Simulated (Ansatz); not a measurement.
Input and command of a plane-wave DFT calculation in Ansatz:

```yaml
crystal:
  lattice:
    - [-2.9507447088, 2.9507447088, 4.1750841506]
    - [2.9507447088, -2.9507447088, 4.1750841506]
    - [2.9507447088, 2.9507447088, -4.1750841506]
  atoms:
    - { symbol: Ti, position: [0.0, 0.0, 0.0] }
    - { symbol: Ti, position: [0.75, 0.25, 0.5] }
    - { symbol: O, position: [0.375, 0.1287760861, 0.2537760861] }
    - { symbol: O, position: [0.8787760861, 0.625, 0.7537760861] }
    - { symbol: O, position: [0.8712239139, 0.125, 0.2462239139] }
    - { symbol: O, position: [0.875, 0.1212239139, 0.7462239139] }
basis:
  ecutwfc: 500
kpoints:
  mp_grid: { grid: [6, 6, 6] }
hamiltonian:
  xc: r2scan
scf:
  occupations: { method: gaussian, width: 0.02 }
output:
  forces: true
  stress: true
  eigenvalues: true
relax:
  adjacent_minimum: "off"
  f_tol: 0.01
  max_steps: 60
  cell: { stress_tol: 0.1 }
```

```bash
ansatz run input.yaml --threads 1 --pin off --max-ram 2560MiB --backend cpu --events-out ev --progress --plain --runs-dir out
```

Processor: Oxide Virtual Turin-like Processor (Zen 5), 1 thread, on a host shared with other jobs.

Problem. Estimate time, memory and problem size.

Solution. About 50 s on 1 thread of Oxide Virtual Turin-like Processor (Zen 5), on a shared host, peak memory 0.82 GiB. It solves 30 bands at 30 k points (the mesh reduced by symmetry) with about 3695 plane waves (on the last cell), in 12 SCF iterations over 2 ionic steps.
